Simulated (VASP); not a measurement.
# Mg (P6_3/mmc) in VASP: settings compared

One crystal, Mg, is run at these levels: PBE, HSEsol; tasks: single point.

All numbers are computed with VASP 6.6.1; they aren't measurements. Logs are shortened: lines on timing, memory, paths and dates and some standing lists are left out, and cuts for length are marked.

### 1 The structure

The structure is hexagonal, space group P6_3/mmc (No. 194). The conventional cell has a = 3.209 Å, b = 3.209 Å, c = 5.210 Å, α = 90.00°, β = 90.00°, γ = 120.00°. Mg (site symmetry -6m2) is surrounded by 12 Mg at 3.20 to 3.21 Å.

### 2 Single point, PBE

File run.py:

```python
from ase.calculators.vasp import Vasp
from ase.dft.bandgap import bandgap
from ase.io import read

atoms = read('Mg.cif', primitive_cell=True, subtrans_included=False)
calc = Vasp(
    directory='calc',
    xc='pbe',
    pp='PBE',
    setups='minimal',
    prec='Accurate',
    encut=500,
    ediff=1e-07,
    ismear=0,
    sigma=0.02,
    lreal=False,
    lasph=True,
    nelm=100,
    algo='Normal',
    isif=2,
    lwave=False,
    lcharg=False,
    kpts=[10, 10, 5],
    gamma=True,
    nbands=9,
)
atoms.calc = calc

print('energy (eV):', atoms.get_potential_energy())
print('free energy (eV):', atoms.get_potential_energy(force_consistent=True))
print('forces (eV/A):')
print(atoms.get_forces())
print('stress (eV/A^3, Voigt):', atoms.get_stress())
print('Fermi level (eV):', calc.get_fermi_level())
gap, top, bottom = bandgap(calc)
print('band gap (eV):', gap, 'from (spin, k, band)', top, 'to', bottom)
```

File Mg.cif:

```cif
data_Mg
_cell_length_a 3.20930000
_cell_length_b 3.20930000
_cell_length_c 5.21030000
_cell_angle_alpha 90.00000000
_cell_angle_beta 90.00000000
_cell_angle_gamma 120.00000000
_space_group_name_H-M_alt 'P6_3/mmc'
_space_group_name_Hall '-P 6c 2c'
_space_group_IT_number 194
loop_
_space_group_symop_operation_xyz
'x,y,z'
'-x,-y,-z'
'x-y,x,z+1/2'
'-x+y,-x,-z+1/2'
'-y,x-y,z'
'y,-x+y,-z'
'-x,-y,z+1/2'
'x,y,-z+1/2'
'-x+y,-x,z'
'x-y,x,-z'
'y,-x+y,z+1/2'
'-y,x-y,-z+1/2'
'-y,-x,-z+1/2'
'y,x,z+1/2'
'-x,-x+y,-z'
'x,x-y,z'
'-x+y,y,-z+1/2'
'x-y,-y,z+1/2'
'y,x,-z'
'-y,-x,z'
'x,x-y,-z+1/2'
'-x,-x+y,z+1/2'
'x-y,-y,-z'
'-x+y,y,z'
loop_
_atom_site_label
_atom_site_type_symbol
_atom_site_symmetry_multiplicity
_atom_site_Wyckoff_symbol
_atom_site_fract_x
_atom_site_fract_y
_atom_site_fract_z
_atom_site_occupancy
Mg1 Mg 2 c 0.6666666667 0.3333333333 0.7500000000 1
```

Potentials or basis: VASP PAW PBE potentials, release 64 (Mg).

The run is started by

```bash
> python run.py
```

The program printed:

```text
energy (eV): -2.99886503
free energy (eV): -2.99916609
forces (eV/A):
[[ 0.  0.  0.]
 [-0. -0.  0.]]
stress (eV/A^3, Voigt): [ 0.00506618  0.00506618  0.00057833 -0.         -0.          0.        ]
Fermi level (eV): 2.56193379
band gap (eV): 0.0 from (spin, k, band) (None, None, None) to (None, None, None)
```

OUTCAR:

```text
ENCUT = 500.000000
   EDIFF = 1.00e-07
   GGA = PE
   PREC = Accurate
   ISIF = 2
   ISMEAR = 0
   NELM = 100
   LASPH = .TRUE.
   LREAL = .FALSE.

 ion  position               nearest neighbor table
   1  0.667  0.333  0.750-   2 3.20   2 3.20   2 3.20   2 3.20   2 3.20   2 3.20
   2  0.333  0.667  0.250-   1 3.20   1 3.20   1 3.20   1 3.20   1 3.20   1 3.20

  LATTYP: Found a hexagonal cell.
 ALAT       =     3.2093000000
 C/A-ratio  =     1.6235004518

  Lattice vectors:

 A1 = (   3.2093000000,   0.0000000000,   0.0000000000)
 A2 = (  -1.6046500000,   2.7793353284,   0.0000000000)
 A3 = (   0.0000000000,   0.0000000000,   5.2103000000)

Analysis of symmetry for initial positions (statically):
=====================================================================
 Subroutine PRICEL returns:
 Original cell was already a primitive cell.

 Routine SETGRP: Setting up the symmetry group for a
 hexagonal supercell.

 Subroutine GETGRP returns: Found 24 space group operations
 (whereof 12 operations were pure point group operations)
 out of a pool of 24 trial point group operations.

The static configuration has the point symmetry D_3d.
 The point group associated with its full space group is D_6h.

Analysis of symmetry for dynamics (positions and initial velocities):
=====================================================================
 Subroutine PRICEL returns:
 Original cell was already a primitive cell.

 Routine SETGRP: Setting up the symmetry group for a
 hexagonal supercell.

 Subroutine GETGRP returns: Found 24 space group operations
 (whereof 12 operations were pure point group operations)
 out of a pool of 24 trial point group operations.

The dynamic configuration has the point symmetry D_3d.
 The point group associated with its full space group is D_6h.

 Subroutine INISYM returns: Found 24 space group operations
 (whereof 12 operations are pure point group operations),
 and found     1 'primitive' translations

----------------------------------------------------------------------------------------

                                     Primitive cell

  volume of cell :      46.4744

  direct lattice vectors                    reciprocal lattice vectors
     3.209300000  0.000000000  0.000000000     0.311594429  0.179899127  0.000000000
    -1.604650000  2.779335328  0.000000000     0.000000000  0.359798255  0.000000000
     0.000000000  0.000000000  5.210300000     0.000000000  0.000000000  0.191927528

  length of vectors
     3.209300000  3.209300000  5.210300000     0.359798255  0.359798255  0.191927528

  position of ions in fractional coordinates (direct lattice)
     0.666666667  0.333333333  0.750000000
     0.333333333  0.666666667  0.250000000

  ion indices of the primitive-cell ions
   primitive index   ion index
                 1           1
                 2           2

----------------------------------------------------------------------------------------

 KPOINTS: KPOINTS created by Atomic Simulation Env

Automatic generation of k-mesh.
 Grid dimensions read from file:
 generate k-points for:   10   10    5

 Generating k-lattice:

  Cartesian coordinates                     Fractional coordinates (reciprocal lattice)
     0.031159443  0.017989913  0.000000000     0.100000000 -0.000000000  0.000000000
     0.000000000  0.035979825  0.000000000     0.000000000  0.100000000  0.000000000
     0.000000000  0.000000000  0.038385506     0.000000000  0.000000000  0.200000000

  Length of vectors
     0.035979825  0.035979825  0.038385506

  Shift w.r.t. Gamma in fractional coordinates (k-lattice)
     0.000000000  0.000000000  0.000000000

 Subroutine IBZKPT returns following result:
 ===========================================

 Found     42 irreducible k-points:

 Following reciprocal coordinates:
            Coordinates               Weight
  0.000000  0.000000  0.000000      1.000000
  0.100000 -0.000000  0.000000      6.000000
  0.200000 -0.000000  0.000000      6.000000
  0.300000 -0.000000  0.000000      6.000000
  0.400000 -0.000000  0.000000      6.000000
  0.500000  0.000000  0.000000      3.000000
[... 34 lines left out ...]
  0.400000  0.200000  0.400000     12.000000
  0.300000  0.300000  0.400000     12.000000
   k-points           NKPTS =     42   k-points in BZ     NKDIM =     42   number of bands    NBANDS=      9
   number of dos      NEDOS =    301   number of ions     NIONS =      2
   total plane-waves  NPLWV =  23040
   dimension x,y,z NGX =    24 NGY =   24 NGZ =   40
   dimension x,y,z NGXF=    48 NGYF=   48 NGZF=   80
   ions per type =               2
   NGX,Y,Z   is equivalent  to a cutoff of  12.43, 12.43, 12.76 a.u.
   NGXF,Y,Z  is equivalent  to a cutoff of  24.86, 24.86, 25.53 a.u.
 SYSTEM =  unknown system
   PREC   = accura    normal or accurate (medium, high low for compatibility)
   ISTART =      0    job   : 0-new  1-cont  2-samecut
   ICHARG =      2    charge: 1-file 2-atom 10-const
   ISPIN  =      1    spin polarized calculation?
   LNONCOLLINEAR =      F non collinear calculations
   LSORBIT =      F    spin-orbit coupling
   LASPH  =      T    aspherical Exc in radial PAW
   ENCUT  =  500.0 eV  36.75 Ry    6.06 a.u.   5.85  5.85  9.50*2*pi/ulx,y,z
   NELM   =    100;   NELMIN=  2; NELMDL= -5     # of ELM steps
   EDIFF  = 0.1E-06   stopping-criterion for ELM
   LREAL  =      F    real-space projection
   EDIFFG = 0.1E-05   stopping-criterion for IOM
   NSW    =      0    number of steps for IOM
   IBRION =     -1    ionic relax: 0-MD 1-quasi-New 2-CG
   NFREE  =      0    steps in history (QN), initial steepest desc. (CG)
   ISIF   =      2    stress and relaxation
   ISYM   =      2    0-nonsym 1-usesym 2-fastsym
   POTIM  = 0.5000    time-step for ionic-motion
   TEBEG  =    0.0;   TEEND  =   0.0 temperature during run
   PSTRESS=    0.0 pullay stress
   NELECT =       4.0000    total number of electrons
   NUPDOWN=      -1.0000    fix difference up-down
   EMIN   =  10.00;   EMAX   =-10.00  energy-range for DOS
   EFERMI =   0.00;   METHOD = LEGACY
   ISMEAR =     0;   SIGMA  =   0.02  broadening in eV -4-tet -1-fermi 0-gaus
   EFERMI_NEDOS =   21; number of points for ismear=-14 and -15
   IALGO  =     38    algorithm
   IMIX   =      4    mixing-type and parameters
     AMIX     =   0.40;   BMIX     =  1.00
     AMIX_MAG =   1.60;   BMIX_MAG =  1.00
  volume/ion in A,a.u.               =      23.24       156.81
  Fermi-wavevector in a.u.,A,eV,Ry     =   0.722809  1.365911  7.108401  0.522453
  Thomas-Fermi vector in A             =   1.812866
   LORBIT       =      0    0 simple, 1 ext, 2 COOP (PROOUT), +10 PAW based schemes
   GGA     = PE    functional components
   LHFCALC =     F    Hartree Fock is set to
   AEXX    =    0.0000 exact exchange contribution
   IVDW    =     0    specifies the selected vdW correction
   LEPSILON=     F    determine dielectric tensor
   LRPA    =     F    only Hartree local field effects (RPA)
 non-spin polarized calculation
 Gauss-broadening in eV      SIGMA  =   0.02
  energy-cutoff  :      500.00
  volume of cell :       46.47
 maximum number of plane-waves:      1193
 NGX is ok and might be reduce to    24
   NGX = 11   NGY = 11   NGZ = 19

 number of electron       4.0000000 magnetization

 Free energy of the ion-electron system (eV)
  ---------------------------------------------------
  ext. energy  EPLUGINS =         0.00000000
  ---------------------------------------------------
  free energy    TOTEN  =        -2.99916609 eV

  energy without entropy =       -2.99856397  energy(sigma->0) =       -2.99886503

 E-fermi :   2.5619     XC(G=0):  -8.4539

 val. band max:        2.5505392083   @ k =   0.4000   0.1000   0.4000
 cond. band min:       2.6092756258   @ k =   0.2000   0.1000   0.0000
 fundamental gap:      0.0587364174
 Fermi energy:         2.5619337886

 k-point     1 :       0.0000    0.0000    0.0000
  band No.  band energies     occupation
      1      -4.3092      2.00000
      2       0.9090      2.00000
      3       1.3256      2.00000
      4      13.4382      0.00000
      5      13.4382      0.00000
      6      13.5279      0.00000
      7      13.5279      0.00000
      8      14.3315      0.00000
      9      15.8832      0.00000
[... 457 lines left out ...]
 k-point    40 :       0.3000    0.2000    0.4000
  band No.  band energies     occupation
      1       0.1805      2.00000
      2       1.2180      2.00000
      3       3.9105      0.00000
      4       4.8181      0.00000
      5       5.9258      0.00000
      6       6.8327      0.00000
      7       9.8748      0.00000
      8      12.6893      0.00000
      9      13.3254      0.00000

 [... further k-points ...]
[... 5 lines left out ...]
  --------------------------------------------------------------------------------------
  -------------------------------------------------------------------------------------
  Total       -0.2354478     -0.2354478     -0.0268776     -0.0000000      0.0000000      0.0000000
  in kB       -8.1169175     -8.1169175     -0.9265884     -0.0000000      0.0000000      0.0000000
  external PRESSURE =      -5.7201412 kB  Pullay stress =       0.0000000 kB

 VOLUME and BASIS-vectors are now :
 -----------------------------------------------------------------------------
  energy-cutoff  :      500.00
  volume of cell :       46.47
      direct lattice vectors                 reciprocal lattice vectors
     3.209300000  0.000000000  0.000000000     0.311594429  0.179899127  0.000000000
    -1.604650000  2.779335328  0.000000000     0.000000000  0.359798255  0.000000000
     0.000000000  0.000000000  5.210300000     0.000000000  0.000000000  0.191927528

 POSITION                                       TOTAL-FORCE (eV/Angst)
 -----------------------------------------------------------------------------------
      1.60465      0.92645      3.90773         0.000000      0.000000      0.000000
     -0.00000      1.85289      1.30258        -0.000000     -0.000000      0.000000
 -----------------------------------------------------------------------------------
    total drift:                               -0.000000      0.000000     -0.000000

  FREE ENERGIE OF THE ION-ELECTRON SYSTEM (eV)
  ---------------------------------------------------
  free  energy   TOTEN  =        -2.9991660883 eV

  energy  without entropy=       -2.9985639696  energy(sigma->0) =       -2.99886503
```

INCAR:

```text
ENCUT = 500.000000
SIGMA = 0.020000
EDIFF = 1.00e-07
ALGO = Normal
GGA = PE
PREC = Accurate
ISIF = 2
ISMEAR = 0
NBANDS = 9
NELM = 100
LASPH = .TRUE.
LCHARG = .FALSE.
LWAVE = .FALSE.
LREAL = .FALSE.
```

Wall time 11 s (1 thread of AMD EPYC 9R45 (Zen 5), shared host); peak memory 0.13 GiB.

What came out:

```
Free energy            : -2.9992 eV
Pressure               : -0.6 GPa
Band gap on the k mesh : none (metal or under the smearing width)
```

Levels at points of the mesh, in eV from the Fermi level:
```csv
k point,band 1,band 2,band 3,band 4,band 5,band 6
"(0.00, 0.00, 0.00)",-6.87,-1.65,-1.24,10.88,10.88,10.97
"(0.50, 0.00, 0.00)",-2.11,-2.11,2.65,3.03,3.25,3.66
```

### 3 Single point, HSEsol (atoms moved at random, drawn with an rms of 0.15 Å)

File POSCAR:

```
Mg
1.0
    3.2093000000      0.0000000000      0.0000000000
   -1.6046500000      2.7793353284      0.0000000000
    0.0000000000      0.0000000000      5.2103000000
Mg
2
Direct
    0.6345800000      0.3449050000      0.7756190000
    0.3296920000      0.6531420000      0.2707430000
```

File INCAR.step1:

```
PREC = Accurate
ENCUT = 520
EDIFF = 1E-5
ISMEAR = 0
SIGMA = 0.05
LREAL = F
LASPH = T
NELM = 60
ALGO = Normal
ISIF = 2
LWAVE = T
LCHARG = F
GGA = PE
```

File INCAR.step2:

```
PREC = Accurate
ENCUT = 520
EDIFF = 1E-7
ISMEAR = 0
SIGMA = 0.05
LREAL = F
LASPH = T
NELM = 60
ALGO = Normal
ISIF = 2
LWAVE = F
LCHARG = F
GGA = PS
LHFCALC = T
HFSCREEN = 0.2
PRECFOCK = Fast
ISTART = 1
```

File KPOINTS:

```
regular mesh
0
Gamma
  5 5 3
```

Potentials or basis: VASP PAW PBE potentials, release 64 (Mg).

The run is started by

```bash
> cat potpaw_PBE.64/Mg/POTCAR > POTCAR
> cp INCAR.step1 INCAR
> mpirun -np 1 vasp_std > vasp.out
> cp INCAR.step2 INCAR
> mpirun -np 1 vasp_std > vasp.out
```

Wall time 64 s (1 thread of AMD EPYC 9R45 (Zen 5), shared host); peak memory 0.23 GiB.

The run converged. Its results:

```yaml
Free_energy: -3.3954 eV
Pressure: -1.1 GPa
Largest_force: 0.131 eV/Å
Band_gap_on_the_k_mesh: none (metal or under the smearing width)
```

Forces in eV/Å, atoms in the order of the input:
```
Mg   0.105 -0.058 -0.053
Mg  -0.105  0.058  0.053
```

Stress tensor (GPa, compression positive):
```
-1.15 -0.57 -0.05
-0.57 -1.67  0.03
-0.05  0.03 -0.45
```

Levels at points of the mesh, in eV from the Fermi level:
```tsv
k point	band 1	band 2	band 3	band 4	band 5	band 6
(0.00, 0.00, 0.00)	-7.81	-1.78	-1.28	11.83	11.85	11.93
```

Caveat: the k mesh is coarse (spacing up to 0.45 Å⁻¹), so the values aren't converged, least of all with exact exchange; the PAW data sets were made with another functional, which shifts forces and pressure a little.
